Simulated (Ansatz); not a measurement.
# Ba: from a trial structure to a relaxed crystal

Computed with Ansatz 0.2.0, DFT PBE, scalar-relativistic, plane waves, PAW. Cutoff 420 eV, Γ-centred k mesh, Gaussian smearing, no spin polarisation in the final step.

Ba was placed on the dhcp structure type (P6_3/mmc, No. 194), at a guessed volume.

```yaml
crystal:
  lattice:
    - [4.63533, 0.00000, 0.00000]
    - [-2.31767, 4.01432, 0.00000]
    - [0.00000, 0.00000, 14.94987]
  atoms:
    - { symbol: Ba, position: [0.00000, 0.00000, 0.00000] }
    - { symbol: Ba, position: [0.00000, 0.00000, 0.50000] }
    - { symbol: Ba, position: [0.33333, 0.66667, 0.75000] }
    - { symbol: Ba, position: [0.66667, 0.33333, 0.25000] }
```

Cell and atoms relax at zero pressure; the relaxation can't lower the symmetry of the start.

Energies count from the standard state of Ba at the same level.

Task: What does it relax into?

Result: It keeps P6_3/mmc (No. 194). The result has the dhcp structure. Conventional cell: a = 4.492 Å, c = 14.671 Å. Around Ba on Wyckoff site a (2 atoms of the primitive cell) lie 12 Ba at 4.49 Å; Ba on Wyckoff site d (2 atoms of the primitive cell) is coordinated by 12 Ba at 4.49 Å.

Space group P6_3/mmc (No. 194). a = 4.492 Å, b = 4.492 Å, c = 14.671 Å, α = 90.00°, β = 90.00°, γ = 120.00°
```json
{"atom": "Ba", "site": "2a", "symmetry": "-3m.", "x": "0.0000", "y": "0.0000", "z": "0.0000"}
{"atom": "Ba", "site": "2d", "symmetry": "-6m2", "x": "0.3333", "y": "0.6667", "z": "0.7500"}
```

Task: What are its volume, energy, density and gap?

Result: The volume per atom is 64.09 Å³. The density is 3.56 g/cm³, the energy over the standard structure is 0.02 eV/atom and the gap on the 12×12×4 mesh is 0 eV (a metal).

The final run used a 12×12×4 mesh on its 4-atom cell and 0.10 eV smearing. For metals, differences of a few meV/atom aren't resolved. A structure relaxed within its symmetry needn't be a true minimum.